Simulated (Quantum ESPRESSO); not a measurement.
# CoO (P-6m2) in Quantum ESPRESSO: reference runs, part 2 of 2

Quantum ESPRESSO 7.5. The steps go on from the part before.

### 3 Single point, PBE, collinear spin, ferromagnetic start (atoms moved at random, drawn with an rms of 0.05 Å)

Contents of pw.in:

```
&CONTROL
  calculation = 'scf'
  prefix = 'pwscf'
  outdir = './tmp'
  pseudo_dir = './pseudo'
  tprnfor = .true.
  tstress = .true.
  disk_io = 'nowf'
/
&SYSTEM
  ibrav = 0
  nat = 2
  ntyp = 2
  ecutwfc = 55
  ecutrho = 440
  nbnd = 21
  occupations = 'smearing'
  smearing = 'fd'
  degauss = 0.00367493
  nspin = 2
  starting_magnetization(1) = 0.1176
  starting_magnetization(2) = 0
/
&ELECTRONS
  conv_thr = 4d-10
  electron_maxstep = 120
  mixing_beta = 0.3
/
ATOMIC_SPECIES
Co    58.9332 Co_pbe_v1.2.uspp.F.UPF
O     15.9990 O.pbe-n-kjpaw_psl.0.1.UPF
CELL_PARAMETERS angstrom
   2.8562992300    0.0000000000    0.0000000000
  -1.4281496100    2.4736276900    0.0000000000
   0.0000000000    0.0000000000    2.7876065300
ATOMIC_POSITIONS crystal
Co     0.0117820000    0.0045690000   -0.0189760000
O      0.6454250000    0.3278740000    0.5075580000
K_POINTS automatic
11 11 10 0 0 0
```

Potentials or basis: SSSP 1.3 efficiency PBE.

Command:

```
$ OMP_NUM_THREADS=1 pw.x -in pw.in > pw.out
```

pw.out:

```text
This program is part of the open-source Quantum ESPRESSO suite
     for quantum simulation of materials; please cite
         "P. Giannozzi et al., J. Phys.:Condens. Matter 21 395502 (2009);
         "P. Giannozzi et al., J. Phys.:Condens. Matter 29 465901 (2017);
         "P. Giannozzi et al., J. Chem. Phys. 152 154105 (2020);
     in publications or presentations arising from this work. More details at

     file O.pbe-n-kjpaw_psl.0.1.UPF: wavefunction(s)  2P renormalized

     G-vector sticks info
     --------------------
     sticks:   dense  smooth     PW     G-vecs:    dense   smooth      PW
     Sum         877     439    139                20639     7339    1305

     Using Slab Decomposition

     bravais-lattice index     =            0
     lattice parameter (alat)  =       5.3976  a.u.
     unit-cell volume          =     132.9126 (a.u.)^3
     number of atoms/cell      =            2
     number of atomic types    =            2
     number of electrons       =        23.00
     number of Kohn-Sham states=           21
     kinetic-energy cutoff     =      55.0000  Ry
     charge density cutoff     =     440.0000  Ry
     scf convergence threshold =      4.0E-10
     mixing beta               =       0.3000
     number of iterations used =            8  plain     mixing
     Exchange-correlation= SLA  PW   PBX  PBC
                           (   1   4   3   4   0   0   0)

     celldm(1)=   5.397623  celldm(2)=   0.000000  celldm(3)=   0.000000
     celldm(4)=   0.000000  celldm(5)=   0.000000  celldm(6)=   0.000000

     crystal axes: (cart. coord. in units of alat)
               a(1) = (   1.000000   0.000000   0.000000 )
               a(2) = (  -0.500000   0.866025   0.000000 )
               a(3) = (   0.000000   0.000000   0.975950 )

     reciprocal axes: (cart. coord. in units 2 pi/alat)
               b(1) = (  1.000000  0.577350 -0.000000 )
               b(2) = (  0.000000  1.154701  0.000000 )
               b(3) = (  0.000000 -0.000000  1.024642 )

     PseudoPot. # 1 for Co read from file:
     Co_pbe_v1.2.uspp.F.UPF
     Pseudo is Ultrasoft + core correction, Zval = 17.0
     Generated by new atomic code, or converted to UPF format
     Using radial grid of  863 points,  6 beta functions with:
                l(1) =   0
                l(2) =   0
                l(3) =   1
                l(4) =   1
                l(5) =   2
                l(6) =   2
     Q(r) pseudized with  8 coefficients,  rinner =    1.200   1.200   1.200
                                                       1.200   1.200

     PseudoPot. # 2 for O  read from file:
     O.pbe-n-kjpaw_psl.0.1.UPF
     Pseudo is Projector augmented-wave + core cor, Zval =  6.0
     Generated using "atomic" code by A. Dal Corso  v.5.0.99 svn rev. 10869
     Shape of augmentation charge: BESSEL
     Using radial grid of 1095 points,  4 beta functions with:
                l(1) =   0
                l(2) =   0
                l(3) =   1
                l(4) =   1
     Q(r) pseudized with 0 coefficients

     atomic species   valence    mass     pseudopotential
     Co               17.00    58.93320     Co( 1.00)
     O                 6.00    15.99900     O ( 1.00)

     Starting magnetic structure
     atomic species   magnetization
     Co              0.118
     O               0.000

     No symmetry found

   Cartesian axes

     site n.     atom                  positions (alat units)
         1        Co     tau(   1) = (   0.0094975   0.0039569  -0.0185196  )
         2        O      tau(   2) = (   0.4814880   0.2839472   0.4953515  )

     number of k points=   606  Fermi-Dirac smearing, width (Ry)=  0.0037

     Number of k-points >= 100: set verbosity='high' to print them.

     Dense  grid:    20639 G-vectors     FFT dimensions: (  40,  40,  36)

     Smooth grid:     7339 G-vectors     FFT dimensions: (  25,  25,  25)

     Check: negative core charge=   -0.000026
     Generating pointlists ...
     new r_m :   0.2959 (alat units)  1.5973 (a.u.) for type    1
     new r_m :   0.2959 (alat units)  1.5973 (a.u.) for type    2

     Initial potential from superposition of free atoms

     starting charge      22.0000, renormalised to      23.0000
     Starting wfcs are   17 randomized atomic wfcs +    4 random wfcs

     Self-consistent Calculation

     iteration #  1     ecut=    55.00 Ry     beta= 0.30
     Davidson diagonalization with overlap
     ethr =  1.00E-02,  avg # of iterations =  5.2

     total energy              =    -337.81217082 Ry
     estimated scf accuracy    <       7.17771157 Ry

     total magnetization       =     2.54 Bohr mag/cell
     absolute magnetization    =     2.54 Bohr mag/cell

     iteration #  2     ecut=    55.00 Ry     beta= 0.30
     Davidson diagonalization with overlap
     ethr =  1.00E-02,  avg # of iterations =  2.0

     total energy              =    -338.86688173 Ry
     estimated scf accuracy    <       9.34178923 Ry

     total magnetization       =     0.17 Bohr mag/cell
     absolute magnetization    =     0.23 Bohr mag/cell

     iteration #  3     ecut=    55.00 Ry     beta= 0.30
     Davidson diagonalization with overlap
     ethr =  1.00E-02,  avg # of iterations =  1.1

     total energy              =    -340.06659275 Ry
     estimated scf accuracy    <       0.34235493 Ry

     total magnetization       =     3.00 Bohr mag/cell
     absolute magnetization    =     3.01 Bohr mag/cell

     iteration #  4     ecut=    55.00 Ry     beta= 0.30
     Davidson diagonalization with overlap
     ethr =  1.49E-03,  avg # of iterations =  1.0

     total energy              =    -340.07836835 Ry
     estimated scf accuracy    <       0.11688736 Ry

     total magnetization       =     2.98 Bohr mag/cell
     absolute magnetization    =     2.99 Bohr mag/cell

     iteration #  5     ecut=    55.00 Ry     beta= 0.30
     Davidson diagonalization with overlap
     ethr =  5.08E-04,  avg # of iterations =  1.1

     total energy              =    -340.08454675 Ry
     estimated scf accuracy    <       0.12248064 Ry

     total magnetization       =     2.98 Bohr mag/cell
     absolute magnetization    =     2.99 Bohr mag/cell

     iteration #  6     ecut=    55.00 Ry     beta= 0.30
     Davidson diagonalization with overlap
     ethr =  5.08E-04,  avg # of iterations =  1.0

     total energy              =    -340.07517648 Ry
     estimated scf accuracy    <       0.13095072 Ry

     total magnetization       =     3.00 Bohr mag/cell
     absolute magnetization    =     3.02 Bohr mag/cell

     iteration #  7     ecut=    55.00 Ry     beta= 0.30
     Davidson diagonalization with overlap
     ethr =  5.08E-04,  avg # of iterations =  1.1

     total energy              =    -340.07880940 Ry
     estimated scf accuracy    <       0.03067062 Ry

     total magnetization       =     3.00 Bohr mag/cell
     absolute magnetization    =     3.07 Bohr mag/cell
[... 68 lines left out ...]
     total magnetization       =     3.00 Bohr mag/cell
     absolute magnetization    =     3.06 Bohr mag/cell

     iteration # 15     ecut=    55.00 Ry     beta= 0.30
     Davidson diagonalization with overlap
     ethr =  1.02E-09,  avg # of iterations =  1.0

     total energy              =    -340.07858648 Ry
     estimated scf accuracy    <       0.00000004 Ry

     total magnetization       =     3.00 Bohr mag/cell
     absolute magnetization    =     3.06 Bohr mag/cell

     iteration # 16     ecut=    55.00 Ry     beta= 0.30
     Davidson diagonalization with overlap
     ethr =  1.61E-10,  avg # of iterations =  2.0

     total energy              =    -340.07858651 Ry
     estimated scf accuracy    <       0.00000002 Ry

     total magnetization       =     3.00 Bohr mag/cell
     absolute magnetization    =     3.06 Bohr mag/cell

     iteration # 17     ecut=    55.00 Ry     beta= 0.30
     Davidson diagonalization with overlap
     ethr =  8.41E-11,  avg # of iterations =  1.1

     total energy              =    -340.07858652 Ry
     estimated scf accuracy    <          3.0E-09 Ry

     total magnetization       =     3.00 Bohr mag/cell
     absolute magnetization    =     3.06 Bohr mag/cell

     iteration # 18     ecut=    55.00 Ry     beta= 0.30
     Davidson diagonalization with overlap
     ethr =  1.31E-11,  avg # of iterations =  2.0

     total energy              =    -340.07858652 Ry
     estimated scf accuracy    <          4.1E-10 Ry

     total magnetization       =     3.00 Bohr mag/cell
     absolute magnetization    =     3.06 Bohr mag/cell

     iteration # 19     ecut=    55.00 Ry     beta= 0.30
     Davidson diagonalization with overlap
     ethr =  1.78E-12,  avg # of iterations =  2.0

     Magnetic moment per site  (integrated on atomic sphere of radius R)
     atom   1 (R=0.296)  charge= 14.4199  magn=  2.4937
     atom   2 (R=0.296)  charge=  5.5359  magn=  0.4145

     End of self-consistent calculation

     Number of k-points >= 100: set verbosity='high' to print the bands.

     the Fermi energy is    13.4415 ev

!    total energy              =    -340.07858652 Ry
     estimated scf accuracy    <          7.5E-11 Ry
     smearing contrib. (-TS)   =      -0.00192070 Ry
     internal energy E=F+TS    =    -340.07666582 Ry

     The total energy is F=E-TS. E is the sum of the following terms:
     one-electron contribution =    -186.36841854 Ry
     hartree contribution      =     106.18589341 Ry
     xc contribution           =     -40.07938114 Ry
     ewald contribution        =    -210.29221617 Ry
     one-center paw contrib.   =      -9.52254339 Ry

     total magnetization       =     3.00 Bohr mag/cell
     absolute magnetization    =     3.06 Bohr mag/cell

     convergence has been achieved in  19 iterations

     Forces acting on atoms (cartesian axes, Ry/au):

     atom    1 type  1   force =    -0.00736286   -0.00235245    0.00287044
     atom    2 type  2   force =     0.00736286    0.00235245   -0.00287044

     Total force =     0.011661     Total SCF correction =     0.000016

     Computing stress (Cartesian axis) and pressure

          total   stress  (Ry/bohr**3)                   (kbar)     P=      -79.66
  -0.00044727   0.00001083  -0.00006861          -65.80        1.59      -10.09
   0.00001083  -0.00046335  -0.00002738            1.59      -68.16       -4.03
  -0.00006861  -0.00002738  -0.00071386          -10.09       -4.03     -105.01

=------------------------------------------------------------------------------=
   JOB DONE.
=------------------------------------------------------------------------------=
```

Run time: 7.6 min. Hardware: 1 thread of Arm Neoverse V1, shared host; peak memory 0.47 GiB.

What came out:

```yaml
Free_energy: -4627.0049 eV
Pressure: -8.0 GPa
Largest_force: 0.212 eV/Å
Band_gap_on_the_k_mesh: none (metal or under the smearing width)
Net_moment: 3.00 μB per cell
Absolute_moment: 3.06 μB per cell
Site_moments: Co +2.49; O +0.41 μB
Valence_electrons_inside_the_program's_atomic_spheres: Co 14.42; O 5.54
```

Forces on the atoms (eV/Å):
```
Co  -0.189 -0.060  0.074
O    0.189  0.060 -0.074
```

Stress tensor (GPa, compression positive):
```
 -6.58   0.16  -1.01
  0.16  -6.82  -0.40
 -1.01  -0.40 -10.50
```

Levels at points of the mesh, in eV from the Fermi level:
Spin up:
```csv
k point,band 11,band 12,band 13,band 14,band 15,band 16
"(0.00, 0.00, 0.00)",-2.94,-1.33,-1.09,0.31,14.02,15.62
"(0.00, 0.00, -0.50)",-2.58,-1.66,-1.02,6.25,6.60,20.51
```
Spin down:
| k point | band 7 | band 8 | band 9 | band 10 | band 11 | band 12 | band 13 | band 14 |
| --- | --- | --- | --- | --- | --- | --- | --- | --- |
| (0.00, 0.00, 0.00) | -3.53 | -3.28 | -2.27 | 0.08 | 0.15 | 0.53 | 0.91 | 1.08 |
| (0.00, 0.00, -0.50) | -3.29 | -2.65 | -0.98 | -0.88 | -0.05 | 0.49 | 1.21 | 6.93 |

Caveat: a cell with one magnetic atom can't hold antiferromagnetic order, which such compounds often take; semilocal functionals often make such compounds metallic where correlation or magnetic order opens a gap, which also shifts bond lengths.
